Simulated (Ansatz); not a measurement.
Born–Oppenheimer molecular dynamics of a periodic cell of 16 atoms, WC (surface WC(001)). It starts from a relaxed structure.

These are results of DFT PBE, scalar-relativistic, plane waves, PAW in Ansatz, not measurements. Settings: accuracy low, PAW set soft_1, cutoff 420 eV, k mesh 2x2x1, fermi-dirac smearing 0.15 eV, no spin polarisation.

```json
{
  "ensemble": "NVE (velocity Verlet)",
  "time step": "1.5 fs",
  "steps asked": "130",
  "starting velocities drawn for": "1800 K",
  "atoms held": "1, 5, 9, 13",
  "seed": "501628"
}
```

Frames 7.5 fs apart, positions in Å, forces in eV/Å.

Velocities at 15.0 fs (Å/ps):

```
W 0.00 0.00 0.00
C 0.79 3.66 -0.51
W -1.78 -3.93 -0.73
C 4.61 2.89 5.71
W 0.00 0.00 0.00
C 0.01 -1.46 -5.07
W -5.37 0.01 -1.57
C -7.87 -5.06 5.92
W 0.00 0.00 0.00
C 0.81 3.54 0.78
W -1.50 -2.52 -1.69
C -8.73 1.40 -0.52
W 0.00 0.00 0.00
C 1.44 -4.22 1.18
W -0.01 3.67 -1.66
C -5.26 -1.79 2.43
```

```xyz
16
Lattice="5.7920 0.0000 0.0000 -2.8960 5.0160 0.0000 0.0000 0.0000 16.2584" Properties=species:S:1:pos:R:3:forces:R:3 time_fs=15.0 energy_less_start_eV=1.823 T=631
W 0.000 0.000 1.000 -0.19 1.93 -0.97
C 1.542 0.888 2.261 -1.09 -0.12 0.70
W -0.007 -0.062 3.876 -3.66 1.18 -0.80
C 1.301 0.654 4.912 2.50 2.75 1.82
W -1.448 2.508 1.000 0.17 0.49 0.34
C -0.027 3.482 2.380 0.37 -2.15 -1.82
W -1.527 2.509 3.856 0.01 -0.24 0.39
C -0.009 3.236 4.863 -1.22 0.50 2.49
W 2.896 0.000 1.000 0.45 0.44 -0.50
C 4.333 0.871 2.371 0.32 0.00 -0.67
W 2.873 -0.049 3.854 -0.06 2.32 0.80
C 4.142 0.930 5.083 0.99 -0.97 -1.20
W 1.448 2.508 1.000 -0.14 0.65 -0.11
C 2.903 3.538 2.255 0.15 -3.33 0.94
W 1.444 2.579 3.862 0.18 -3.53 -0.90
C 2.740 3.325 5.077 1.20 0.08 -0.51
16
Lattice="5.7920 0.0000 0.0000 -2.8960 5.0160 0.0000 0.0000 0.0000 16.2584" Properties=species:S:1:pos:R:3:forces:R:3 time_fs=22.5 energy_less_start_eV=1.223 T=1014
W 0.000 0.000 1.000 -0.10 1.16 -0.25
C 1.524 0.908 2.274 -0.81 -0.74 0.72
W -0.024 -0.089 3.870 -1.01 3.15 1.08
C 1.373 0.726 4.977 -0.01 1.02 -0.76
W -1.448 2.508 1.000 0.14 0.24 -0.13
C -0.019 3.427 2.307 0.30 -1.16 -0.57
W -1.567 2.509 3.845 1.39 -0.43 1.04
C -0.087 3.210 4.949 0.03 0.57 0.12
W 2.896 0.000 1.000 0.30 0.52 -0.59
C 4.345 0.891 2.362 0.19 -0.79 -0.60
W 2.861 -0.065 3.842 -0.68 1.73 1.26
C 4.100 0.918 5.052 1.18 -0.99 -1.06
W 1.448 2.508 1.000 -0.10 0.49 -0.54
C 2.915 3.443 2.281 -0.24 -1.15 0.17
W 1.443 2.601 3.849 -1.78 -4.01 0.60
C 2.728 3.317 5.083 1.20 0.40 -0.50
16
Lattice="5.7920 0.0000 0.0000 -2.8960 5.0160 0.0000 0.0000 0.0000 16.2584" Properties=species:S:1:pos:R:3:forces:R:3 time_fs=30.0 energy_less_start_eV=1.382 T=913
W 0.000 0.000 1.000 0.09 0.37 0.15
C 1.471 0.896 2.318 -0.25 -1.03 0.16
W -0.045 -0.107 3.867 0.30 4.24 1.35
C 1.452 0.847 5.015 -0.98 -0.24 -1.82
W -1.448 2.508 1.000 -0.15 -0.35 -0.92
C 0.002 3.322 2.211 -0.07 0.62 1.24
W -1.602 2.507 3.837 3.18 -0.94 1.61
C -0.166 3.210 5.042 0.70 0.74 -1.73
W 2.896 0.000 1.000 0.00 0.42 -0.59
C 4.366 0.879 2.326 -0.21 -1.09 -0.23
W 2.848 -0.075 3.835 -1.29 0.89 1.33
C 4.112 0.863 4.976 1.37 -0.62 -0.35
W 1.448 2.508 1.000 0.20 -0.27 -1.01
C 2.916 3.296 2.314 -0.69 1.26 -0.68
W 1.438 2.611 3.837 -2.79 -4.23 1.70
C 2.769 3.324 5.069 0.59 0.23 -0.22
16
Lattice="5.7920 0.0000 0.0000 -2.8960 5.0160 0.0000 0.0000 0.0000 16.2584" Properties=species:S:1:pos:R:3:forces:R:3 time_fs=37.5 energy_less_start_eV=1.722 T=695
W 0.000 0.000 1.000 0.30 -0.11 -0.02
C 1.406 0.841 2.368 0.33 -0.58 -0.64
W -0.066 -0.112 3.868 0.80 4.29 0.38
C 1.491 0.958 4.977 -1.00 -1.08 -1.05
W -1.448 2.508 1.000 -0.49 -0.87 -1.40
C 0.019 3.243 2.168 -0.62 1.74 2.25
W -1.629 2.502 3.834 4.25 -1.56 1.34
C -0.215 3.243 5.063 0.93 0.81 -1.97
W 2.896 0.000 1.000 -0.31 0.10 -0.58
C 4.377 0.820 2.281 -0.74 -0.49 0.25
W 2.830 -0.083 3.831 -1.34 0.27 0.94
C 4.184 0.782 4.885 1.11 0.32 0.76
W 1.448 2.508 1.000 0.42 -1.07 -1.36
C 2.888 3.201 2.319 -0.47 2.14 -0.80
W 1.424 2.609 3.831 -2.94 -3.76 1.53
C 2.836 3.341 5.045 -0.24 -0.15 0.37
16
Lattice="5.7920 0.0000 0.0000 -2.8960 5.0160 0.0000 0.0000 0.0000 16.2584" Properties=species:S:1:pos:R:3:forces:R:3 time_fs=45.0 energy_less_start_eV=1.694 T=712
W 0.000 0.000 1.000 0.34 -0.51 -0.45
C 1.357 0.761 2.390 0.81 0.40 -1.11
W -0.083 -0.105 3.870 1.92 2.76 -1.16
C 1.485 1.020 4.896 -0.74 -2.13 0.79
W -1.448 2.508 1.000 -0.47 -0.93 -1.10
C 0.010 3.237 2.220 -0.75 1.35 1.40
W -1.643 2.494 3.834 4.04 -1.74 0.51
C -0.222 3.311 5.000 0.98 0.15 -0.82
W 2.896 0.000 1.000 -0.71 -0.37 -0.66
C 4.355 0.741 2.247 -0.89 0.51 0.65
W 2.809 -0.090 3.830 -0.46 0.70 0.31
C 4.300 0.717 4.829 -0.96 1.74 1.90
W 1.448 2.508 1.000 -0.28 -1.21 -1.14
C 2.841 3.198 2.291 0.43 1.72 -0.10
W 1.402 2.596 3.828 -2.36 -2.12 0.36
C 2.893 3.352 5.037 -0.91 -0.32 0.63
16
Lattice="5.7920 0.0000 0.0000 -2.8960 5.0160 0.0000 0.0000 0.0000 16.2584" Properties=species:S:1:pos:R:3:forces:R:3 time_fs=52.5 energy_less_start_eV=1.612 T=765
W 0.000 0.000 1.000 -0.11 -0.54 -0.87
C 1.342 0.699 2.365 0.92 1.35 -0.80
W -0.096 -0.091 3.868 2.21 0.99 -1.69
C 1.445 0.990 4.846 -0.60 -1.91 1.67
W -1.448 2.508 1.000 -0.32 -0.72 -0.43
C -0.032 3.289 2.329 -0.51 0.10 -0.71
W -1.645 2.479 3.837 3.03 -1.27 0.14
C -0.187 3.380 4.905 0.58 -1.67 1.49
W 2.896 0.000 1.000 -1.18 -0.76 -0.94
C 4.298 0.684 2.242 0.00 1.37 0.97
W 2.787 -0.095 3.830 0.73 2.69 -0.68
C 4.374 0.728 4.855 -2.49 2.13 1.94
W 1.448 2.508 1.000 -1.07 -0.94 -0.60
C 2.812 3.269 2.259 0.80 0.53 0.68
W 1.373 2.577 3.827 -0.84 -1.15 -0.14
C 2.910 3.350 5.054 -1.14 -0.20 -0.03
16
Lattice="5.7920 0.0000 0.0000 -2.8960 5.0160 0.0000 0.0000 0.0000 16.2584" Properties=species:S:1:pos:R:3:forces:R:3 time_fs=60.0 energy_less_start_eV=1.260 T=991
W 0.000 0.000 1.000 -0.79 -0.16 -1.11
C 1.367 0.696 2.306 0.46 1.67 0.15
W -0.102 -0.072 3.862 0.25 0.80 -0.05
C 1.378 0.880 4.867 -0.28 -0.03 0.99
W -1.448 2.508 1.000 -0.35 -0.47 0.07
C -0.095 3.346 2.409 0.05 -0.95 -2.23
W -1.638 2.462 3.839 1.94 -0.26 0.45
C -0.127 3.378 4.872 -0.08 -2.05 2.36
W 2.896 0.000 1.000 -1.16 -0.81 -1.08
C 4.241 0.687 2.279 0.97 1.65 0.73
W 2.767 -0.091 3.828 1.17 3.75 -0.19
C 4.347 0.824 4.960 -1.13 0.11 -0.13
W 1.448 2.508 1.000 -1.05 -0.52 -0.21
C 2.816 3.364 2.254 0.30 -0.87 0.74
W 1.341 2.554 3.825 0.71 -1.84 0.53
C 2.878 3.339 5.068 -1.00 -0.01 -1.03
16
Lattice="5.7920 0.0000 0.0000 -2.8960 5.0160 0.0000 0.0000 0.0000 16.2584" Properties=species:S:1:pos:R:3:forces:R:3 time_fs=67.5 energy_less_start_eV=1.037 T=1135
W 0.000 0.000 1.000 -1.05 0.16 -0.92
C 1.413 0.765 2.252 -0.24 1.03 0.85
W -0.107 -0.052 3.856 -1.07 0.56 0.97
C 1.302 0.765 4.931 0.62 1.08 0.06
W -1.448 2.508 1.000 -0.61 -0.23 0.07
C -0.155 3.364 2.397 0.96 -0.82 -1.75
W -1.626 2.444 3.843 1.19 1.14 0.88
C -0.071 3.295 4.934 -0.84 -0.02 0.68
W 2.896 0.000 1.000 -0.57 -0.50 -0.75
C 4.223 0.761 2.346 0.87 0.85 -0.31
W 2.750 -0.078 3.826 1.03 2.07 1.80
C 4.267 0.927 5.064 -0.22 -1.76 -1.31
W 1.448 2.508 1.000 -0.74 -0.03 -0.23
C 2.833 3.422 2.281 -0.12 -1.50 0.12
W 1.312 2.525 3.826 1.41 -1.92 1.05
C 2.801 3.326 5.038 -0.62 -0.11 -1.21
16
Lattice="5.7920 0.0000 0.0000 -2.8960 5.0160 0.0000 0.0000 0.0000 16.2584" Properties=species:S:1:pos:R:3:forces:R:3 time_fs=75.0 energy_less_start_eV=1.234 T=1008
W 0.000 0.000 1.000 -0.92 0.24 -0.36
C 1.448 0.876 2.236 -0.58 -0.66 1.01
W -0.116 -0.030 3.853 -1.55 0.14 1.02
C 1.251 0.695 4.999 1.15 1.13 -0.65
W -1.448 2.508 1.000 -1.10 -0.12 -0.49
C -0.173 3.349 2.310 1.69 0.12 0.17
W -1.610 2.429 3.850 0.82 2.34 1.45
C -0.052 3.206 5.029 -1.28 1.02 -0.98
W 2.896 0.000 1.000 -0.18 0.02 -0.42
C 4.243 0.870 2.399 0.37 -0.83 -1.36
W 2.736 -0.058 3.829 1.02 0.56 2.56
C 4.174 0.955 5.111 -0.05 -2.31 -1.56
W 1.448 2.508 1.000 -0.49 0.57 -0.63
C 2.846 3.417 2.313 -0.14 -0.96 -0.52
W 1.286 2.491 3.829 1.03 -1.16 1.02
C 2.697 3.309 4.959 0.20 -0.10 -0.27
16
Lattice="5.7920 0.0000 0.0000 -2.8960 5.0160 0.0000 0.0000 0.0000 16.2584" Properties=species:S:1:pos:R:3:forces:R:3 time_fs=82.5 energy_less_start_eV=1.432 T=881
W 0.000 0.000 1.000 -0.65 0.25 0.10
C 1.460 0.958 2.262 -0.50 -2.25 0.52
W -0.128 -0.007 3.852 -1.37 -0.49 0.81
C 1.250 0.675 5.040 0.74 0.81 -0.98
W -1.448 2.508 1.000 -1.30 0.03 -0.93
C -0.117 3.337 2.229 1.31 0.55 1.51
W -1.591 2.420 3.861 0.20 2.54 1.78
C -0.088 3.159 5.083 -1.14 1.13 -1.63
W 2.896 0.000 1.000 -0.12 0.46 -0.34
C 4.281 0.943 2.394 0.14 -1.96 -1.48
W 2.725 -0.036 3.839 0.95 -0.48 2.11
C 4.080 0.883 5.089 0.41 -1.53 -1.44
W 1.448 2.508 1.000 -0.25 0.84 -1.07
C 2.854 3.371 2.324 0.11 0.05 -0.58
W 1.263 2.454 3.835 -0.08 -0.37 0.40
C 2.605 3.289 4.869 1.55 0.42 1.23
16
Lattice="5.7920 0.0000 0.0000 -2.8960 5.0160 0.0000 0.0000 0.0000 16.2584" Properties=species:S:1:pos:R:3:forces:R:3 time_fs=90.0 energy_less_start_eV=1.228 T=1011
W 0.000 0.000 1.000 -0.35 0.13 0.12
C 1.449 0.944 2.310 -0.35 -2.02 -0.54
W -0.145 0.014 3.853 -0.74 -1.49 0.40
C 1.279 0.692 5.039 -0.31 0.57 -0.49
W -1.448 2.508 1.000 -0.75 0.29 -0.73
C -0.008 3.347 2.211 -0.30 0.27 1.49
W -1.573 2.419 3.876 -1.01 1.62 0.74
C -0.174 3.163 5.067 -0.40 0.99 -1.17
W 2.896 0.000 1.000 -0.18 0.50 -0.38
C 4.326 0.934 2.326 0.01 -1.48 -0.47
W 2.717 -0.016 3.855 -0.02 -2.19 0.11
C 4.008 0.748 5.008 2.01 0.49 0.21
W 1.448 2.508 1.000 0.06 0.31 -1.02
C 2.866 3.325 2.310 0.31 0.72 -0.11
W 1.240 2.416 3.842 0.19 0.84 0.15
C 2.579 3.287 4.831 1.83 0.44 1.68
16
Lattice="5.7920 0.0000 0.0000 -2.8960 5.0160 0.0000 0.0000 0.0000 16.2584" Properties=species:S:1:pos:R:3:forces:R:3 time_fs=97.5 energy_less_start_eV=1.397 T=903
W 0.000 0.000 1.000 0.08 -0.36 -0.51
C 1.422 0.846 2.335 -0.17 -0.15 -1.10
W -0.164 0.031 3.856 0.25 -2.79 -0.06
C 1.296 0.735 5.018 -0.98 0.18 0.57
W -1.448 2.508 1.000 -0.14 0.31 -0.43
C 0.089 3.369 2.257 -1.60 -0.13 0.60
W -1.557 2.423 3.894 -2.92 0.29 -1.17
C -0.274 3.213 5.003 1.29 1.08 0.45
W 2.896 0.000 1.000 -0.29 0.05 -0.42
C 4.370 0.862 2.238 -0.43 -0.08 0.68
W 2.708 -0.003 3.871 -1.04 -3.40 -1.89
C 4.027 0.633 4.938 2.97 2.25 2.22
W 1.448 2.508 1.000 0.21 -0.20 -0.63
C 2.891 3.309 2.292 0.15 0.63 0.38
W 1.219 2.380 3.850 2.11 2.63 0.61
C 2.629 3.302 4.863 0.50 -0.31 0.69
```

Of the whole run (195 fs, mean temperature of the second half 800 K): The conserved energy stayed within 0.75 meV per atom of its start (net change 0.4 meV per atom), so the integration is sound. Over the second half the temperature averaged 0.44 of the 1800 K drawn at the start: a run that starts near a minimum puts about half its kinetic energy into the potential. A run of 0.2 ps of so small a system gives no equilibrium averages. Limits of this set-up: coarse k mesh, thin slab, slab without dipole correction, low accuracy level.

Run time: 17 min on 1 thread of Arm Neoverse V1, on a shared host, peak memory 0.8 GiB.
